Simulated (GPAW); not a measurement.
# ZrS2 (P-3m1) in GPAW: a series of runs

The runs below take ZrS2 through band structure, with PBEsol+U.

Everything below comes from runs of GPAW 26.7.0. Logs are shortened: lines on timing, memory, paths and dates and some standing lists are left out, and cuts for length are marked. The log counts tension as positive stress, the text compression.

**Experimental background.**

“Stress-Tuned Optical Transitions in Layered 1T-MX2 (M= Hf, Zr, Sn; X= S, Se) Crystals”, 2022, arxiv:2210.12074 quotes, for a bulk crystal of ZrS2: band gap 1.68 eV (indirect).

The results are compared with them further down.

## 1. Starting point

Symmetry: P-3m1, No. 164, trigonal system. Conventional cell: a = 3.691 Å, b = 3.691 Å, c = 6.041 Å, α = 90.00°, β = 90.00°, γ = 120.00°. Zr (site symmetry -3m) has 6 S at 2.57 Å as nearest neighbours. S (site symmetry 3m) has 3 Zr at 2.57 Å as nearest neighbours.

The cell is a database's computed one.

## 2. Band structure, PBEsol+U

run.py reads:

```python
from ase import Atoms
from ase.dft.bandgap import bandgap
from ase.io import write
from ase.units import GPa
from gpaw import GPAW, PW, setup_paths

setup_paths.insert(0, '.')

atoms = Atoms(['Zr', 'S', 'S'],
              cell=[[3.6913825498, 0.0, 0.0],
                    [-1.8456912749, 3.1968310632, 0.0],
                    [0.0, 0.0, 6.04107701]],
              scaled_positions=[[0.0, 0.0, 0.0],
                                [0.3333333333, 0.6666666667, 0.23790997],
                                [0.6666666667, 0.3333333333, 0.76209003]],
              pbc=True)

calc = GPAW(mode=PW(600),
            xc='PBEsol',
            kpts={'size': (8, 8, 5), 'gamma': True},
            occupations={'name': 'fermi-dirac', 'width': 0.05},
            setups={'Zr': ':d,6.0'},
            nbands=24,
            convergence={'density': 1e-05, 'energy': 1e-05},
            maxiter=150,
            txt='gpaw.txt')
atoms.calc = calc
energy = atoms.get_potential_energy()
forces = atoms.get_forces()
stress = atoms.get_stress()
calc.write('gs.gpw')
write('result.traj', atoms)
print(f'Energy: {energy:.6f} eV')
print('Forces (eV/A):')
print(forces.round(4))
print('Stress (GPa):', (stress / GPa).round(3))
print('Fermi level:', round(calc.get_fermi_level(), 4), 'eV')
print(f'Gap: {bandgap(calc)[0]:.4f} eV, direct: {bandgap(calc, direct=True)[0]:.4f} eV')

path = atoms.cell.bandpath('GMKGALHA,LM,KH', npoints=80, eps=1e-4)
bs_calc = calc.fixed_density(kpts=path, symmetry='off', nbands=39,
                             convergence={'bands': 'CBM+6.0', 'eigenstates': 1e-6}, txt='bands.txt')
bs = bs_calc.band_structure()
bs.write('bs.json')
print(f'Gap on the path: {bandgap(bs_calc)[0]:.4f} eV')
```

Potentials or basis: PAW data sets generated in the run's folder for this functional, pw.

Launch:

```
$ gpaw-setup -f PBEsol S Zr
$ OMP_NUM_THREADS=1 python run.py
```

gpaw.txt:

```text
__  _  _
 | _ |_)|_||  |
 |__||  | ||/\| - 26.7.0

Input parameters:
  mode=PW(ecut=600.0),
  convergence={'density': 1e-05, 'energy': 1e-05},
  kpts=MonkhorstPack(size=(8, 8, 5), gamma=True),
  maxiter=150,
  nbands=24,
  occupations=Occupations(name='fermi-dirac', width=0.05),
  setups={'Zr': ':d,6.0'},
  xc=XC(name='PBEsol')

Diagonalizing LCAO Hamiltonian
Converting LCAO to pw mode

            S

        S

       Zr

Atoms  # Å, Bohr magnetons
|   | symbol |         x |        y |        z |    initial magnetic moments |
|---|--------|-----------|----------|----------|-----------------------------|
| 0 |     Zr |  0.000000 | 0.000000 | 0.000000 | ( 0.0000,  0.0000,  0.0000) |
| 1 |      S | -0.000000 | 2.131221 | 1.437232 | ( 0.0000,  0.0000,  0.0000) |
| 2 |      S |  1.845691 | 1.065610 | 4.603845 | ( 0.0000,  0.0000,  0.0000) |

Unit cell  # Å
| periodic |         x |        y |        z |  lengths |     angles |
|----------|-----------|----------|----------|----------|------------|
|      yes |  3.691383 | 0.000000 | 0.000000 | 3.691383 |  90.000000 |
|      yes | -1.845691 | 3.196831 | 0.000000 | 3.691383 |  90.000000 |
|      yes |  0.000000 | 0.000000 | 6.041077 | 6.041077 | 120.000000 |

Number of symmetries: 12
Symmetry operations  # r_c * U_cc + t_c -> r_c
|    | kind |            matrix            |
|----|------|------------------------------|
|  0 |  σ   |  1, 1, 0,  0,-1, 0,  0, 0, 1 |
|  1 |  S6  |  1, 1, 0, -1, 0, 0,  0, 0,-1 |
|  2 |  E   |  1, 0, 0,  0, 1, 0,  0, 0, 1 |
|  3 |  C2  |  1, 0, 0, -1,-1, 0,  0, 0,-1 |
|  4 |  C2  |  0, 1, 0,  1, 0, 0,  0, 0,-1 |
|  5 |  C3  |  0, 1, 0, -1,-1, 0,  0, 0, 1 |
|  6 |  S6  |  0,-1, 0,  1, 1, 0,  0, 0,-1 |
|  7 |  σ   |  0,-1, 0, -1, 0, 0,  0, 0, 1 |
|  8 |  σ   | -1, 0, 0,  1, 1, 0,  0, 0, 1 |
|  9 |  i   | -1, 0, 0,  0,-1, 0,  0, 0,-1 |
| 10 |  C3  | -1,-1, 0,  1, 0, 0,  0, 0, 1 |
| 11 |  C2  | -1,-1, 0,  0, 1, 0,  0, 0,-1 |

BZ-sampling:
  Number of BZ points: 320
  Number of IBZ points: 40

  Monkhorst-Pack size: [8, 8, 5]
  Monkhorst-Pack shift: [0.0625, 0.0625, 0.0]

K-points  # in reciprocal-cell coordinates
|     |                                coordinates |     weight |
|-----|--------------------------------------------|------------|
|   0 | (  0.00000000,   0.00000000,   0.00000000) | 0.00312500 |
|   1 | (  0.00000000,   0.00000000,   0.20000000) | 0.00625000 |
|   2 | (  0.00000000,   0.00000000,   0.40000000) | 0.00625000 |
|   3 | (  0.12500000,   0.00000000,  -0.40000000) | 0.01875000 |
|   4 | (  0.12500000,   0.00000000,  -0.20000000) | 0.01875000 |
|   5 | (  0.12500000,   0.00000000,   0.00000000) | 0.01875000 |
|   6 | (  0.12500000,   0.00000000,   0.20000000) | 0.01875000 |
|   7 | (  0.12500000,   0.00000000,   0.40000000) | 0.01875000 |
|   8 | (  0.25000000,  -0.12500000,   0.00000000) | 0.01875000 |
|   9 | (  0.25000000,  -0.12500000,   0.20000000) | 0.03750000 |
| ... |                                            |            |
|  39 | (  0.50000000,   0.50000000,   0.40000000) | 0.01875000 |

Plane wave coefficients: 2430
Cutoff: 600.0 eV

Spin-components: 1 (collinear spins)
Bands:           24
Projectors:      16
Spin-degeneracy: 2
Datatype:        complex128

Parallelization:
  kpt:    1
  domain: 1
  band:   1

Density:
  Valence electrons: 24.0
  Components: 1
  Grid points: [21 21 35]
  Charge: 0.0  # |e|

Potential:
  Grid points: [21 21 35]

species:
  Zr:
    name:    Zirconium
    Z:       40.0
    valence: 12
    core:    28
    charge:  0.0  # [|e|]
    Hubbard: {U: 6.0,  # eV
              l: 2,
              scale: True}
    compensation charges:
      type: gauss
      rc: 0.40  # [Å]
      lmax: 2
    cutoffs:
      filter: 2.39  # [Å]
      core: 1.59  # [Å]
    projectors
    | kind |    occ | energy [eV] | rcut [Å] |
    |------|--------|-------------|----------|
    |   4s |  2.000 |     -54.429 |    1.323 |
    |   5s |  2.000 |      -4.463 |    1.323 |
    |   4p |  6.000 |     -32.434 |    1.334 |
    |   5p |  0.000 |      -1.454 |    1.334 |
    |   4d |  2.000 |      -3.613 |    1.244 |
    |    d |        |      23.598 |    1.244 |

    Using partial waves for Zr as LCAO basis

  S:
    name:    Sulfur
    Z:       16.0
    valence: 6
    core:    10
    charge:  0.0  # [|e|]
    compensation charges:
      type: gauss
      rc: 0.24  # [Å]
      lmax: 2
    cutoffs:
      filter: 1.77  # [Å]
      core: 1.66  # [Å]
    projectors
    | kind |    occ | energy [eV] | rcut [Å] |
    |------|--------|-------------|----------|
    |   3s |  2.000 |     -17.192 |    0.974 |
    |   3p |  4.000 |      -6.978 |    0.979 |
    |    s |        |      10.020 |    0.974 |
    |    p |        |      20.234 |    0.979 |
    |    d |        |       0.000 |    0.900 |

    Using partial waves for S as LCAO basis

Reference energy: -119518.249540  # eV

eigensolver:
  PPCG
  Converge bands: occupied
  niter=2

density mixing:
  MSR1-Mixer
  Pratt-step length: 0.05
  Maximum mixing coefficient: 0.75
  Old densities: 10
  SVD Regularization: 0.005
  Good broyden scale: 1.0
  Trust region scale: 1.0
  Backstep threshold: 4.0
  History deletion threshold: 6.0
  Fourier metric: weight=20.0, sigma=0.015

occupation numbers:
  Fermi-Dirac:
    width: 0.0500  # eV

poisson solver:
  ecut: 4800.0  # eV

xc functional:
  name: PBEsol with 2 nearest neighbor stencil

convergence criteria:
- Maximum integral of absolute [dens]ity change: 1e-05 electrons / valence electron
- Maximum [total energy] change in last 3 cyles: 1e-05 eV / valence electron
- Maximum integral of absolute [eigenst]ate change: 4e-08 eV^2 / valence electron
maximum number of iterations: 150

SCF iterations
|iter     | |      energy | eigst |  dens |
|---------|-|-------------|-------|-------|
|iter:   1| |  -18.802793 | +0.17 |       |
|iter:   2| |  -18.471106 | -1.46 | -0.94 |
|iter:   3| |  -17.380143 | -0.79 | -0.99 |
|iter:   4| |  -17.406267 | -2.04 | -1.53 |
|iter:   5| |  -17.412226 | -2.77 | -1.76 |
|iter:   6| |  -17.423546 | -3.28 | -2.03 |
|iter:   7| |  -17.424609 | -4.27 | -2.88 |
|iter:   8| |  -17.424792 | -5.31 | -3.39 |
|iter:   9| |  -17.424813c| -6.06 | -3.89 |
|iter:  10| |  -17.424813c| -7.55c| -4.66 |
|iter:  11| |  -17.424813c| -8.26c| -5.25c|

Converged in 11 steps
Energy contributions relative to reference atoms: (reference = -119518.249540)

Energy contributions:
  Kinetic:          14.184954
  Coulomb:         -18.489230
  Zero:              0.500012
  External:          0.000000
  Xc:              -13.620549
  Entropy:          -0.000000
  Spinorbit:         0.000000
  ----------------------------
  Free energy:     -17.424813
  Extrapolated:    -17.424813

dipole moment: (-6.766207, -11.719414, -22.146270)  # |e|*Ang

Fermi level: 5.671
Eigenvalues  # (at kpt = [0.000, 0.000, 0.000])
| band index |      eig [eV] | occ [0-2] |
|------------|---------------|-----------|
|          0 |       -45.821 |     2.000 |
|        ... |               |           |
|          4 |        -7.937 |     2.000 |
|          5 |        -6.454 |     2.000 |
|          6 |         0.546 |     2.000 |
|          7 |         2.087 |     2.000 |
|          8 |         2.087 |     2.000 |
|          9 |         4.597 |     2.000 |
[... 8 lines left out ...]
|         18 |        10.199 |     0.000 |
|         19 |        13.923 |     0.000 |
|        ... |               |           |
|         23 |        18.943 |     0.000 |

Gap: 1.893 eV
Transition (v -> c):
  (s=0, k=5, n=11, [0.12, 0.00, 0.00]) -> (s=0, k=39, n=12, [0.50, 0.50, 0.40])
Direct/indirect transitions are different
Direct gap: 2.630 eV
Transition at: (s=0, k=12, n=11, [0.25, 0.00, -0.20])

Forces  # eV/Ang
|        x |        y |        z |
|----------|----------|----------|
| -0.00000 |  0.00000 |  0.00000 |  # Zr   0
| -0.00000 | -0.00000 |  0.38604 |  # S    1
|  0.00000 |  0.00000 | -0.38604 |  # S    2

Stress tensor  # eV/Ang^3
|         x |         y |         z |
|-----------|-----------|-----------|
| -0.019281 |  0.000000 |  0.000000 |
|  0.000000 | -0.019281 |  0.000000 |
|  0.000000 |  0.000000 | -0.015278 |

# Writing to gs.gpw (mode='')
```

Wall time 97 s (1 thread of Arm Neoverse V2, shared host); peak memory 0.39 GiB.

Results:

- Free energy: -17.4248 eV
- Pressure: 2.9 GPa
- Largest force: 0.386 eV/Å
- Band gap on the k mesh: 1.89 eV, indirect (least direct gap 2.63 eV)
- Band gap along the path: 1.89 eV, indirect (least direct gap 2.67 eV)

Forces on the atoms (eV/Å):
```
Zr   0.000  0.000  0.000
S    0.000  0.000  0.386
S    0.000  0.000 -0.386
```

Levels at the corners of the path, in eV from the valence-band top:
| point | band 9 | band 10 | band 11 | band 12 | band 13 | band 14 | band 15 | band 16 |
| --- | --- | --- | --- | --- | --- | --- | --- | --- |
| Γ | -2.65 | -0.14 | -0.14 | -0.06 | 2.85 | 2.85 | 3.60 | 5.38 |
| M | -2.31 | -2.16 | -1.73 | -1.29 | 1.96 | 4.83 | 4.92 | 6.28 |
| K | -3.27 | -1.92 | -1.92 | -1.56 | 3.37 | 4.31 | 4.31 | 5.49 |
| Γ | -2.65 | -0.14 | -0.14 | -0.06 | 2.85 | 2.85 | 3.60 | 5.38 |
| A | -2.62 | -1.62 | -0.23 | -0.23 | 2.81 | 2.81 | 3.74 | 5.68 |
| L | -2.43 | -2.04 | -1.11 | -0.86 | 1.89 | 4.73 | 5.07 | 5.49 |
| H | -3.28 | -1.99 | -1.64 | -1.64 | 3.65 | 4.12 | 4.12 | 5.84 |
| A | -2.62 | -1.62 | -0.23 | -0.23 | 2.81 | 2.81 | 3.74 | 5.68 |
| L | -2.43 | -2.04 | -1.11 | -0.86 | 1.89 | 4.73 | 5.07 | 5.49 |
| M | -2.31 | -2.16 | -1.73 | -1.29 | 1.96 | 4.83 | 4.92 | 6.28 |
| K | -3.27 | -1.92 | -1.92 | -1.56 | 3.37 | 4.31 | 4.31 | 5.49 |
| H | -3.28 | -1.99 | -1.64 | -1.64 | 3.65 | 4.12 | 4.12 | 5.84 |

Caveat: this functional lacks dispersion, which binds the layers, so the pressure and a relaxed spacing across them are unreliable.

## 3. Band structure, PBEsol+U

run.py, as its differences from that of step 2:

```diff
@@ -21,3 +21,3 @@
             occupations={'name': 'fermi-dirac', 'width': 0.05},
-            setups={'Zr': ':d,6.0'},
+            setups={'Zr': ':d,8.0'},
             nbands=24,
```

Potentials or basis: PAW data sets generated in the run's folder for this functional, pw.

Launch:

```
$ gpaw-setup -f PBEsol S Zr
$ OMP_NUM_THREADS=1 python run.py
```

Run time: 100 s. Hardware: 1 thread of Arm Neoverse V2, shared host; peak memory 0.39 GiB.

It converged, with:

| Property | Result |
| --- | --- |
| Free energy | -16.2989 eV |
| Pressure | 4.9 GPa |
| Largest force | 0.597 eV/Å |
| Band gap on the k mesh | 2.20 eV, indirect (least direct gap 2.97 eV) |
| Band gap along the path | 2.19 eV, indirect (least direct gap 3.00 eV) |

Forces on the atoms (eV/Å):
```
Zr   0.000  0.000  0.000
S    0.000  0.000  0.597
S    0.000  0.000 -0.597
```

Stress tensor (GPa, compression positive):
```
5.38 0.00 0.00
0.00 5.38 0.00
0.00 0.00 3.91
```

Levels at the corners of the path, in eV from the valence-band top:
| point | band 8 | band 9 | band 10 | band 11 | band 12 | band 13 | band 14 | band 15 | band 16 | band 17 |
| --- | --- | --- | --- | --- | --- | --- | --- | --- | --- | --- |
| Γ | -2.56 | -2.56 | -0.15 | -0.15 | -0.07 | 3.32 | 3.32 | 4.02 | 5.35 | 5.38 |
| M | -2.83 | -2.23 | -2.07 | -1.74 | -1.33 | 2.24 | 5.32 | 5.36 | 6.18 | 6.87 |
| K | -3.26 | -3.26 | -1.88 | -1.88 | -1.60 | 3.74 | 4.67 | 4.67 | 5.82 | 5.82 |
| Γ | -2.56 | -2.56 | -0.15 | -0.15 | -0.07 | 3.32 | 3.32 | 4.02 | 5.35 | 5.38 |
| A | -2.53 | -2.53 | -1.63 | -0.25 | -0.25 | 3.28 | 3.28 | 4.07 | 5.68 | 5.91 |
| L | -3.31 | -2.35 | -1.97 | -1.15 | -0.88 | 2.19 | 5.19 | 5.42 | 5.56 | 6.62 |
| H | -3.44 | -3.35 | -2.03 | -1.58 | -1.58 | 4.12 | 4.51 | 4.51 | 6.07 | 6.07 |
| A | -2.53 | -2.53 | -1.63 | -0.25 | -0.25 | 3.28 | 3.28 | 4.07 | 5.68 | 5.91 |
| L | -3.31 | -2.35 | -1.97 | -1.15 | -0.88 | 2.19 | 5.19 | 5.42 | 5.56 | 6.62 |
| M | -2.83 | -2.23 | -2.07 | -1.74 | -1.33 | 2.24 | 5.32 | 5.36 | 6.18 | 6.87 |
| K | -3.26 | -3.26 | -1.88 | -1.88 | -1.60 | 3.74 | 4.67 | 4.67 | 5.82 | 5.82 |
| H | -3.44 | -3.35 | -2.03 | -1.58 | -1.58 | 4.12 | 4.51 | 4.51 | 6.07 | 6.07 |

Caveat: this functional lacks dispersion, which binds the layers, so the pressure and a relaxed spacing across them are unreliable.

## 4. How close it comes

Step 2. Measured gap of ZrS2: 1.68 eV (indirect; quoted in “Stress-Tuned Optical Transitions in Layered 1T-MX2 (M= Hf, Zr, Sn; X= S, Se) Crystals”, 2022, arxiv:2210.12074). This calculation gives 1.89 eV (+0.21 eV). Spin-orbit coupling on Zr is left out. The value is that of PBEsol+U, without temperature or zero-point motion. The cell is a database's relaxed one, not the measured one, which moves gaps too.

Step 3. Against the measured gap of ZrS2, 1.68 eV (indirect; quoted in “Stress-Tuned Optical Transitions in Layered 1T-MX2 (M= Hf, Zr, Sn; X= S, Se) Crystals”, 2022, arxiv:2210.12074), the calculated 2.19 eV is off by +0.51 eV. Spin-orbit coupling on Zr is left out. The value is that of PBEsol+U, without temperature or zero-point motion. The cell is a database's relaxed one, not the measured one, which moves gaps too.
